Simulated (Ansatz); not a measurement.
Born–Oppenheimer molecular dynamics of a periodic cell of 16 atoms, C (start crystal C, start structure diamond, volume 1.1 times the crystal's). It goes on from the last frame of an earlier run, with new velocities.

Computed with Ansatz, DFT PBEsol, scalar-relativistic, plane waves, PAW. Settings: cutoff 420 eV, k mesh 4x4x4, fermi-dirac smearing 0.17 eV, no spin polarisation.

* ensemble: NVE (velocity Verlet)
* time step: 1 fs
* steps asked: 70
* starting velocities drawn for: 1200 K
* seed: 352337

First frame:

```xyz
16
Lattice="0.0000 3.6852 3.6852 3.6852 0.0000 3.6852 3.6852 3.6852 0.0000" Properties=species:S:1:pos:R:3
C -0.040 0.006 0.094
C 0.870 0.847 1.079
C 1.808 1.854 -0.166
C 2.704 2.778 0.773
C 1.842 0.045 1.923
C 2.847 1.067 2.766
C 3.615 1.879 1.788
C 4.617 2.806 2.787
C 0.038 1.717 2.022
C 1.039 2.673 2.812
C 1.803 3.628 1.685
C 2.745 4.577 2.650
C 1.878 1.865 3.725
C 2.806 2.773 4.648
C 3.678 3.715 3.624
C 4.603 4.623 4.644
```

Question: What does the run give?

Answer: The run went to its last step.

```yaml
steps_done: 70
time_covered: 70 fs
mean_temperature_over_the_second_half: 1438 K
spread_of_the_potential_energy_over_the_second_half: 32.3 meV per atom
mean_potential_energy_of_the_second_half_above_the_start: -29.0 meV per atom
```

The conserved energy stayed within 0.61 meV per atom of its start (net change 0.026 meV per atom), so the integration is sound. A run of 0.07 ps of so small a system gives no equilibrium averages.

Question: What happens to the structure?

Answer: Mean squared displacements from the first frame to the last, about the centre of mass: C 0.01 Å². Another seed would give other details.

Question: How do temperature and energy run in time?

Answer: 
```json
{"time (fs)": "0.0", "T (K)": "1200", "potential energy less start (eV)": "0.000", "conserved less start (meV/atom)": "0.00"}
{"time (fs)": "2.0", "T (K)": "1076", "potential energy less start (eV)": "0.242", "conserved less start (meV/atom)": "0.08"}
{"time (fs)": "4.0", "T (K)": "1084", "potential energy less start (eV)": "0.225", "conserved less start (meV/atom)": "0.03"}
{"time (fs)": "6.0", "T (K)": "1196", "potential energy less start (eV)": "0.006", "conserved less start (meV/atom)": "-0.07"}
{"time (fs)": "8.0", "T (K)": "1360", "potential energy less start (eV)": "-0.311", "conserved less start (meV/atom)": "-0.14"}
{"time (fs)": "10.0", "T (K)": "1531", "potential energy less start (eV)": "-0.644", "conserved less start (meV/atom)": "-0.20"}
{"time (fs)": "12.0", "T (K)": "1671", "potential energy less start (eV)": "-0.918", "conserved less start (meV/atom)": "-0.31"}
{"time (fs)": "14.0", "T (K)": "1726", "potential energy less start (eV)": "-1.027", "conserved less start (meV/atom)": "-0.45"}
{"time (fs)": "16.0", "T (K)": "1644", "potential energy less start (eV)": "-0.868", "conserved less start (meV/atom)": "-0.46"}
{"time (fs)": "18.0", "T (K)": "1440", "potential energy less start (eV)": "-0.469", "conserved less start (meV/atom)": "-0.19"}
{"time (fs)": "20.0", "T (K)": "1259", "potential energy less start (eV)": "-0.112", "conserved less start (meV/atom)": "0.16"}
{"time (fs)": "22.0", "T (K)": "1260", "potential energy less start (eV)": "-0.114", "conserved less start (meV/atom)": "0.14"}
{"time (fs)": "24.0", "T (K)": "1435", "potential energy less start (eV)": "-0.459", "conserved less start (meV/atom)": "-0.14"}
{"time (fs)": "26.0", "T (K)": "1651", "potential energy less start (eV)": "-0.881", "conserved less start (meV/atom)": "-0.38"}
{"time (fs)": "28.0", "T (K)": "1771", "potential energy less start (eV)": "-1.116", "conserved less start (meV/atom)": "-0.53"}
{"time (fs)": "30.0", "T (K)": "1715", "potential energy less start (eV)": "-1.006", "conserved less start (meV/atom)": "-0.50"}
{"time (fs)": "32.0", "T (K)": "1494", "potential energy less start (eV)": "-0.575", "conserved less start (meV/atom)": "-0.28"}
{"time (fs)": "34.0", "T (K)": "1220", "potential energy less start (eV)": "-0.039", "conserved less start (meV/atom)": "-0.01"}
{"time (fs)": "36.0", "T (K)": "1025", "potential energy less start (eV)": "0.341", "conserved less start (meV/atom)": "0.15"}
{"time (fs)": "38.0", "T (K)": "992", "potential energy less start (eV)": "0.407", "conserved less start (meV/atom)": "0.16"}
{"time (fs)": "40.0", "T (K)": "1129", "potential energy less start (eV)": "0.139", "conserved less start (meV/atom)": "0.06"}
{"time (fs)": "42.0", "T (K)": "1382", "potential energy less start (eV)": "-0.355", "conserved less start (meV/atom)": "-0.16"}
{"time (fs)": "44.0", "T (K)": "1641", "potential energy less start (eV)": "-0.860", "conserved less start (meV/atom)": "-0.38"}
{"time (fs)": "46.0", "T (K)": "1796", "potential energy less start (eV)": "-1.162", "conserved less start (meV/atom)": "-0.47"}
{"time (fs)": "48.0", "T (K)": "1805", "potential energy less start (eV)": "-1.180", "conserved less start (meV/atom)": "-0.40"}
{"time (fs)": "50.0", "T (K)": "1701", "potential energy less start (eV)": "-0.977", "conserved less start (meV/atom)": "-0.33"}
{"time (fs)": "52.0", "T (K)": "1524", "potential energy less start (eV)": "-0.634", "conserved less start (meV/atom)": "-0.34"}
{"time (fs)": "54.0", "T (K)": "1299", "potential energy less start (eV)": "-0.195", "conserved less start (meV/atom)": "-0.16"}
{"time (fs)": "56.0", "T (K)": "1139", "potential energy less start (eV)": "0.122", "conserved less start (meV/atom)": "0.25"}
{"time (fs)": "58.0", "T (K)": "1215", "potential energy less start (eV)": "-0.026", "conserved less start (meV/atom)": "0.17"}
{"time (fs)": "60.0", "T (K)": "1487", "potential energy less start (eV)": "-0.563", "conserved less start (meV/atom)": "-0.34"}
{"time (fs)": "62.0", "T (K)": "1718", "potential energy less start (eV)": "-1.014", "conserved less start (meV/atom)": "-0.61"}
{"time (fs)": "64.0", "T (K)": "1756", "potential energy less start (eV)": "-1.086", "conserved less start (meV/atom)": "-0.53"}
{"time (fs)": "66.0", "T (K)": "1618", "potential energy less start (eV)": "-0.816", "conserved less start (meV/atom)": "-0.29"}
{"time (fs)": "68.0", "T (K)": "1416", "potential energy less start (eV)": "-0.420", "conserved less start (meV/atom)": "-0.06"}
{"time (fs)": "70.0", "T (K)": "1260", "potential energy less start (eV)": "-0.115", "conserved less start (meV/atom)": "0.03"}
```

The run took 12 min on 1 thread of Arm Neoverse V1, with other jobs on the host, peak memory 0.55 GiB.
